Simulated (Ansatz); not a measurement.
Wanted: the native input for an Ansatz 0.2.0 run.

| Quantity | Value |
| --- | --- |
| Task | projected density of states |
| Functional | HSE06 |
| Potentials or basis | Ansatz PAW |
| Cutoff | 420 eV (not typed: the program's choice for these potentials) |
| k mesh | 6 × 6 × 3 |
| Occupations | fermi-dirac, width 0.05 eV |
| Spin | no spin polarisation |

The system is Ag.

```
Ag
1.0
     2.93000    0.00000    0.00000
    -1.46500    2.53745    0.00000
     0.00000    0.00000    4.79000
Ag
2
Direct
  0.66667 0.33333 0.75000
  0.33333 0.66667 0.25000
```

This isn't the form of Ag at room conditions, which is fcc.

One way to write it, as run:

input.yaml

```yaml
crystal:
  lattice:
    - [2.93, 0.0, 0.0]
    - [-1.465, 2.5374544331, 0.0]
    - [0.0, 0.0, 4.79]
  atoms:
    - { symbol: Ag, position: [0.6666666667, 0.3333333333, 0.75] }
    - { symbol: Ag, position: [0.3333333333, 0.6666666667, 0.25] }
hamiltonian:
  xc: hse06
  pseudopotentials: { kind: paw }
kpoints:
  mp_grid: { grid: [6, 6, 3] }
scf:
  occupations: { method: fermi_dirac, width: 0.05 }
  n_extra_bands: 6
output:
  forces: true
  stress: true
  eigenvalues: true
  dos: { projected: true, de: 0.05 }
  write_density: true
  write_potential: true
  elf: true
  volumetric_format: npy
```

Potentials or basis: Ansatz PAW.

Launch:

```console
$ ansatz run input.yaml --threads 2 --pin off --max-ram 5632MiB --backend cpu --events-out ev --progress --plain --runs-dir out
```

Results of the run:

The pressure is 1.1 GPa and the band gap on the k mesh is none (metal or under the smearing width). The density of states at the Fermi level is 0.76 states/eV per cell.

Caveat: the k mesh is coarse (spacing up to 0.44 Å⁻¹), so the values aren't converged, least of all with exact exchange; the PAW data sets come from PBE, with cores solved anew for the run's functional, which leaves a small shift of forces and pressure; the density of states is complete only up to the lowest level of the last band computed; the thresholds are loose for stress.

Run time: 8.7 s on 2 threads of Arm Neoverse V2 (shared host), peak memory 0.66 GiB.
